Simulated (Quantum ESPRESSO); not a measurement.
A run of Quantum ESPRESSO 7.5:

The input run.py:

```python
import numpy as np
from ase.calculators.espresso import Espresso, EspressoProfile
from ase.io import read

atoms = read('CuO.cif')

input_data = {
    'control': {'calculation': 'scf', 'prefix': 'pwscf', 'outdir': './tmp', 'tprnfor': True, 'tstress': True, 'disk_io': 'nowf'},
    'system': {'ecutwfc': 55.0, 'ecutrho': 440.0, 'nbnd': 15, 'occupations': 'smearing', 'smearing': 'fd', 'degauss': 0.00367493},
    'electrons': {'conv_thr': 4e-10, 'electron_maxstep': 120, 'mixing_beta': 0.5},
}
pseudopotentials = {'Cu': 'Cu.paw.z_11.ld1.psl.v1.0.0-low.upf', 'O': 'O.pbe-n-kjpaw_psl.0.1.UPF'}
profile = EspressoProfile(command='pw.x', pseudo_dir='pseudo')
dft = Espresso(profile=profile, input_data=input_data, pseudopotentials=pseudopotentials, kpts=(11, 11, 10), koffset=(0, 0, 0))
atoms.calc = dft

print(f'energy {atoms.get_potential_energy():.8f} eV')
print('forces (eV/A)')
print(np.round(atoms.get_forces(), 6))
print('stress (eV/A^3, Voigt)')
print(np.round(atoms.get_stress(), 8))
print(f'Fermi level {dft.get_fermi_level():.4f} eV')
```

Contents of CuO.cif:

```cif
data_CuO
_cell_length_a 2.83632511
_cell_length_b 2.83632511
_cell_length_c 2.76811278
_cell_angle_alpha 90.00000000
_cell_angle_beta 90.00000000
_cell_angle_gamma 119.99999990
_space_group_name_H-M_alt 'P1'
_space_group_name_Hall 'P 1'
_space_group_IT_number 1
loop_
_space_group_symop_operation_xyz
'x,y,z'
loop_
_atom_site_label
_atom_site_type_symbol
_atom_site_symmetry_multiplicity
_atom_site_Wyckoff_symbol
_atom_site_fract_x
_atom_site_fract_y
_atom_site_fract_z
_atom_site_occupancy
Cu1 Cu 1 a 0.0000000000 0.0000000000 0.0000000000 1
O1 O 1 a 0.6666666667 0.3333333333 0.5000000000 1
```

Potentials or basis: SSSP 1.3 efficiency PBE.

The run is started by

```console
$ OMP_NUM_THREADS=1 python run.py
```

Hardware: 1 thread of Intel(R) Xeon(R) Processor @ 2.70GHz, with other jobs on the host.

Task: Estimate the wall time of this run.

Result: It took 27 s on 1 thread of Intel(R) Xeon(R) Processor @ 2.70GHz, on a shared host, peak memory 0.13 GiB. Counts: scf iterations 11, k pools 1, bands 15, k points 96, g dense 20213.
